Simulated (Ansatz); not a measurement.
**CuO: relaxation of cell and atoms with PBE**

Crystal: CuO.

```
CELL_PARAMETERS angstrom
3.28802 0.00000 0.00000
-1.64401 2.84751 0.00000
0.00000 0.00000 5.38502
ATOMIC_POSITIONS crystal
Cu 0.66667 0.33333 0.00000
Cu 0.33333 0.66667 0.50000
O 0.66667 0.33333 0.62520
O 0.33333 0.66667 0.12520
```

Measurements of this composition are mostly on another form, of space group No. 15.

```json
{
  "Program": "Ansatz 0.2.0",
  "Task": "relaxation of cell and atoms",
  "Functional": "PBE",
  "Potentials or basis": "Ansatz PAW",
  "Cutoff": "420 eV (not typed: the program's choice for these potentials)",
  "k mesh": "9 × 9 × 5",
  "Occupations": "fermi-dirac, width 0.05 eV",
  "Spin": "no spin polarisation",
  "Target pressure": "5 GPa",
  "Target pressure (GPa)": "5"
}
```

| Quantity | Value |
| --- | --- |
| Relaxed volume | 11.14 Å³/atom |
| Relaxed cell | a = 3.092 Å, b = 3.092 Å, c = 5.379 Å, α = 90.00°, β = 90.00°, γ = 120.00° |
| Space group after relaxing (to 0.05 Å) | P6_3mc (No. 186) |
| Energy change on relaxing (the enthalpy is what falls) | -29.5 meV/atom |
| Ionic steps | 11 |
| Pressure after relaxing | 5.0 GPa |
| Band gap on the k mesh | none (metal or under the smearing width) |

Step by step:
```tsv
step	energy change (eV)	largest force (eV/Å)	volume (Å³)
1	0.0000	0.0742	50.42
2	-0.1270	0.1086	47.46
3	-0.1110	0.1880	44.39
4	-0.1220	0.1628	44.50
5	-0.1318	0.0927	44.66
6	-0.1348	0.0013	44.69
7	-0.1349	0.0016	44.69
8	-0.1224	0.0013	44.69
9	-0.1176	0.0022	44.51
10	-0.1186	0.0002	44.55
11	-0.1180	0.0003	44.55
```

Final structure:
```yaml
crystal:
  lattice:
    - [3.09235, 0.00000, 0.00000]
    - [-1.54618, 2.67806, 0.00000]
    - [0.00000, 0.00000, 5.37899]
  atoms:
    - { symbol: Cu, position: [0.66667, 0.33333, 0.98942] }
    - { symbol: Cu, position: [0.33333, 0.66667, 0.48942] }
    - { symbol: O, position: [0.66667, 0.33333, 0.63578] }
    - { symbol: O, position: [0.33333, 0.66667, 0.13578] }
```

Levels at points of the mesh, in eV from the Fermi level:
```
           k point  band 21  band 22  band 23  band 24  band 25  band 26  band 27  band 28  band 29  band 30
(0.00, 0.00, 0.00)    -1.99    -0.19    -0.19     0.59     0.78     0.78     1.19     6.31     7.71    13.75
```

Run time: 30 s on 2 threads of Arm Neoverse V2, with other jobs on the host, peak memory 0.32 GiB.

Caveat: the plane-wave basis is chosen anew once the cell has moved, so the energies of steps on either side of that aren't comparable; the pressure holds a Pulay correction of +0.6 GPa for the finite cutoff; the run has no spin polarisation, though such a crystal can be magnetic; semilocal functionals often make such compounds metallic where correlation or magnetic order opens a gap, which also shifts bond lengths. With open d or f shells a metallic result of PBE can be an artefact of self-interaction; +U or a hybrid may open a gap.
